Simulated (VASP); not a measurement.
# GaN (P6_3mc) in VASP: elastic constants with PBE

Aim: the elastic constants of GaN with PBE.

All numbers are computed with VASP 6.6.1; they aren't measurements. Logs are shortened: lines on timing, memory, paths and dates and some standing lists are left out, and cuts for length are marked.

### 1 The crystal as given

The structure is hexagonal, space group P6_3mc (No. 186). Conventional cell: a = 3.219 Å, b = 3.219 Å, c = 5.241 Å, α = 90.00°, β = 90.00°, γ = 120.00°. Ga (site symmetry 3m) is surrounded by 4 N at 1.97 to 1.98 Å. N (site symmetry 3m) is surrounded by 4 Ga at 1.97 to 1.98 Å.

The cell was built by a generator and needn't be a form met in nature.

### 2 Elastic constants, PBE

POSCAR reads:

```
GaN
1.0
    3.2188077183      0.0000000000      0.0000000000
   -1.6094038592      2.7875692540      0.0000000000
    0.0000000000      0.0000000000      5.2410516426
  Ga              N
     2     2
Direct
     0.3333333332999970    0.6666666667000030    0.9999681781557354
     0.6666666667000030    0.3333333332999970    0.4999681781557355
     0.3333333332999970    0.6666666667000030    0.3768318218442674
     0.6666666667000030    0.3333333332999970    0.8768318218442676
```

INCAR.step1 reads:

```
PREC     = Accurate       # precision mode
ENCUT    = 600            # plane-wave cutoff, eV
EDIFF    = 1E-8           # SCF threshold, eV
ISMEAR   = -1             # smearing method
SIGMA    = 0.05           # smearing width, eV
LREAL    = F              # projectors in reciprocal space
LASPH    = T              # aspherical terms in the spheres
NELM     = 80             # most SCF steps
ALGO     = Normal         # electronic algorithm
ISIF     = 3              # what is computed and relaxed
LWAVE    = F              # write WAVECAR
LCHARG   = F              # write CHGCAR
GGA      = PE             # functional
KPAR     = 4            
IBRION   = 2              # ionic algorithm
NSW      = 40             # ionic steps
EDIFFG   = -0.002         # ionic threshold
```

INCAR.step2 reads:

```
PREC     = Accurate       # precision mode
ENCUT    = 600            # plane-wave cutoff, eV
EDIFF    = 1E-8           # SCF threshold, eV
ISMEAR   = -1             # smearing method
SIGMA    = 0.05           # smearing width, eV
LREAL    = F              # projectors in reciprocal space
LASPH    = T              # aspherical terms in the spheres
NELM     = 80             # most SCF steps
ALGO     = Normal         # electronic algorithm
ISIF     = 3              # what is computed and relaxed
LWAVE    = F              # write WAVECAR
LCHARG   = F              # write CHGCAR
GGA      = PE             # functional
KPAR     = 4            
IBRION   = 6              # ionic algorithm
NFREE    = 2            
POTIM    = 0.015          # step
NSW      = 1              # ionic steps
```

KPOINTS reads:

```
Automatic mesh
0
Gamma
  10 10 6
```

Potentials or basis: VASP PAW PBE potentials, release 64 (Ga_d, N).

The run is started by

```console
$ cat potpaw_PBE.64/Ga_d/POTCAR potpaw_PBE.64/N/POTCAR > POTCAR
$ cp INCAR.step1 INCAR
$ mpirun -np 4 vasp_std > vasp.out
$ cp CONTCAR POSCAR
$ cp INCAR.step2 INCAR
$ mpirun -np 4 vasp_std > vasp.out
```

OUTCAR:

```text
PREC = Accurate
   ENCUT = 600
   EDIFF = 1E-8
   ISMEAR = -1
   LREAL = F
   LASPH = T
   NELM = 80
   ISIF = 3
   GGA = PE
   IBRION = 6
   NFREE = 2
   POTIM = 0.015
   NSW = 1

 ion  position               nearest neighbor table
   1  0.333  0.667  0.000-   4 1.97   4 1.97   4 1.97   3 1.98
   2  0.667  0.333  0.500-   3 1.97   3 1.97   3 1.97   4 1.98
   3  0.333  0.667  0.377-   2 1.97   2 1.97   2 1.97   1 1.98
   4  0.667  0.333  0.877-   1 1.97   1 1.97   1 1.97   2 1.98

  LATTYP: Found a hexagonal cell.
 ALAT       =     3.2179606372
 C/A-ratio  =     1.6292871119

  Lattice vectors:

 A1 = (   3.2179606372,   0.0000000000,   0.0000000000)
 A2 = (  -1.6089803186,   2.7868356602,   0.0000000000)
 A3 = (   0.0000000000,   0.0000000000,   5.2429817929)

Analysis of symmetry for initial positions (statically):
=====================================================================
 Subroutine PRICEL returns:
 Original cell was already a primitive cell.

 Routine SETGRP: Setting up the symmetry group for a
 hexagonal supercell.

 Subroutine GETGRP returns: Found 12 space group operations
 (whereof  6 operations were pure point group operations)
 out of a pool of 24 trial point group operations.

The static configuration has the point symmetry C_3v.
 The point group associated with its full space group is C_6v.

Analysis of symmetry for dynamics (positions and initial velocities):
=====================================================================
 Subroutine PRICEL returns:
 Original cell was already a primitive cell.

 Routine SETGRP: Setting up the symmetry group for a
 hexagonal supercell.

 Subroutine GETGRP returns: Found 12 space group operations
 (whereof  6 operations were pure point group operations)
 out of a pool of 24 trial point group operations.

The dynamic configuration has the point symmetry C_3v.
[... 363 lines left out ...]

 k-point     1 :       0.0000    0.0000    0.0000
  band No.  band energies     occupation
      1     -10.7264      2.00000
      2      -9.8985      2.00000
      3      -8.4123      2.00000
      4      -8.3949      2.00000
      5      -8.3949      2.00000
      6      -8.3369      2.00000
[... 589 lines left out ...]
     21      11.8724      0.00000
     22      12.9322      0.00000

 [... further k-points ...]
[... 5 lines left out ...]
  --------------------------------------------------------------------------------------
  -------------------------------------------------------------------------------------
  Total       -0.0670052     -0.0670052      0.1350558      0.0000000     -0.0000000      0.0000000
  in kB       -2.2832235     -2.2832235      4.6020714      0.0000000     -0.0000000      0.0000000
  external PRESSURE =       0.0118748 kB  Pullay stress =       0.0000000 kB
[... 19 lines left out ...]
  FREE ENERGIE OF THE ION-ELECTRON SYSTEM (eV)
  ---------------------------------------------------
  free  energy   TOTEN  =       -24.3289124796 eV

  energy  without entropy=      -24.3289124790  energy(sigma->0) =      -24.32891248

 INTERNAL STRAIN TENSORS FROM STRAINED CELLS
 ============================================

 INTERNAL STRAIN TENSOR FOR ION    1 for displacements in x,y,z  (eV/Angst):
          X           Y           Z          XY          YZ          ZX
  --------------------------------------------------------------------------------
  x     0.00000    -0.00000    -0.00000    -6.81416     0.00000    -4.62910
  y    -6.83042     6.84994    -0.00000    -0.00012    -4.62707    -0.00006
  z    -4.45346    -4.45897     8.41817    -0.00022     0.00020    -0.00000

 INTERNAL STRAIN TENSORS FROM DISPLACED ATOMS
 ============================================

 INTERNAL STRAIN TENSOR FOR ION    1 for displacements in x,y,z  (eV/Angst):
          X           Y           Z          XY          YZ          ZX
  --------------------------------------------------------------------------------
  x     0.00000    -0.00000    -0.00000    -6.80664     0.00000    -4.63611
  y    -6.80664     6.80664     0.00000    -0.00000    -4.63609     0.00000
  z    -4.40843    -4.40843     8.38703     0.00000     0.00000     0.00000

 INTERNAL STRAIN TENSOR FOR ION    4 for displacements in x,y,z  (eV/Angst):
          X           Y           Z          XY          YZ          ZX
  --------------------------------------------------------------------------------
  x    -0.00000     0.00000     0.00000     8.23457    -0.00000     4.62898
  y     8.23457    -8.23457    -0.00000     0.00000     4.62897    -0.00000
  z     4.47192     4.47192    -8.33033    -0.00000    -0.00000     0.00000

 Eigenvectors and eigenvalues of the dynamical matrix
 ----------------------------------------------------

   1 f  =   19.615517 THz   123.247929 2PiTHz  654.303220 cm-1    81.123224 meV
             X         Y         Z           dx          dy          dz
     -0.000000  1.857890  0.000227     0.000000   -0.000000    0.026529
      1.608980  0.928945  2.621718     0.000000   -0.000000   -0.026529
     -0.000000  1.857890  1.975329     0.000000   -0.000000   -0.706609
      1.608980  0.928945  4.596820    -0.000000    0.000000    0.706609
[... 71 lines left out ...]
  12 f/i=    0.002926 THz     0.018387 2PiTHz    0.097614 cm-1     0.012103 meV
             X         Y         Z           dx          dy          dz
     -0.000000  1.857890  0.000227    -0.000000   -0.000000   -0.645223
      1.608980  0.928945  2.621718    -0.000000   -0.000000   -0.645223
     -0.000000  1.857890  1.975329    -0.000000   -0.000000   -0.289287
      1.608980  0.928945  4.596820    -0.000000   -0.000000   -0.289287

--------------------------------------------------------------------------------------------------------

 ELASTIC MODULI CONTR FROM IONIC RELAXATION (kBar)
 Direction    XX          YY          ZZ          XY          YZ          ZX
 --------------------------------------------------------------------------------
 XX        -491.8992    239.5800    237.4977      0.0000     -0.0000      0.0000
 YY         239.5800   -491.8992    237.4977      0.0000      0.0000     -0.0000
 ZZ         237.4977    237.4977   -447.0937     -0.0000     -0.0000      0.0000
 XY           0.0000      0.0000     -0.0000   -365.7396      0.0000      0.0000
 YZ          -0.0000     -0.0000     -0.0000      0.0000   -125.5672      0.0000
 ZX           0.0000     -0.0000      0.0000      0.0000      0.0000   -125.5679
 --------------------------------------------------------------------------------

 TOTAL ELASTIC MODULI (kBar)
 Direction    XX          YY          ZZ          XY          YZ          ZX
 --------------------------------------------------------------------------------
 XX        3221.8520   1115.1776    783.4182     -0.0000     -0.0000      0.0000
 YY        1115.1776   3221.8520    783.4182     -0.0000      0.0000     -0.0000
 ZZ         783.4182    783.4182   3562.5947     -0.0000     -0.0000      0.0000
 XY          -0.0000     -0.0000     -0.0000   1053.3372      0.0000      0.0000
 YZ          -0.0000     -0.0000     -0.0000      0.0000    890.2201     -0.0000
 ZX           0.0000     -0.0000      0.0000      0.0000     -0.0000    890.2193
 --------------------------------------------------------------------------------
```

OSZICAR.step1:

```text
N       E                     dE             d eps       ncg     rms          rms(c)
DAV:   1     0.294686283433E+03    0.29469E+03   -0.20190E+04  2564   0.331E+03
DAV:   2     0.108395039128E+02   -0.28385E+03   -0.27485E+03  2698   0.562E+02
DAV:   3    -0.264941148608E+02   -0.37334E+02   -0.37000E+02  2842   0.164E+02
DAV:   4    -0.282352598986E+02   -0.17411E+01   -0.17355E+01  3544   0.365E+01
[... 29 lines left out ...]
DAV:   1    -0.243307979471E+02   -0.13534E-05   -0.10289E-03  2472   0.283E-01    0.113E-02
DAV:   2    -0.243307997861E+02   -0.18390E-05   -0.43659E-05  2952   0.860E-02    0.578E-03
DAV:   3    -0.243307992337E+02    0.55238E-06   -0.35035E-06  3664   0.214E-02    0.180E-03
DAV:   4    -0.243307991551E+02    0.78600E-07   -0.37943E-07  3334   0.573E-03    0.469E-04
DAV:   5    -0.243307991509E+02    0.42737E-08   -0.37003E-08  2774   0.182E-03
   4 F= -.24330799E+02 E0= -.24330799E+02  d E =-.255811E-05
```

Run time: 12 min. Hardware: 4 MPI ranks of Intel Xeon Platinum 8488C (Sapphire Rapids), shared host; peak memory 0.63 GiB.

What came out:

| Property | Result |
| --- | --- |
| Voigt bulk modulus | 171 GPa |
| Highest phonon frequency at Γ, LO-TO splitting left out | 654 cm⁻¹ |

Phonon frequencies in cm⁻¹ (negative: imaginary):
```
              q point                                frequencies
(0.000, 0.000, 0.000)  0 0 0 136 136 319 498 521 521 529 529 654
```

Elastic tensor in Voigt notation (GPa, in the Cartesian axes of the cell as first typed):
```
322 112  78   0   0   0
112 322  78   0   0   0
 78  78 356   0   0   0
  0   0   0  89   0   0
  0   0   0   0  89   0
  0   0   0   0   0 105
```

Clamped-ion elastic tensor (GPa):
```
371  88  55   0   0   0
 88 371  55   0   0   0
 55  55 401   0   0   0
  0   0   0 102   0   0
  0   0   0   0 102   0
  0   0   0   0   0 142
```
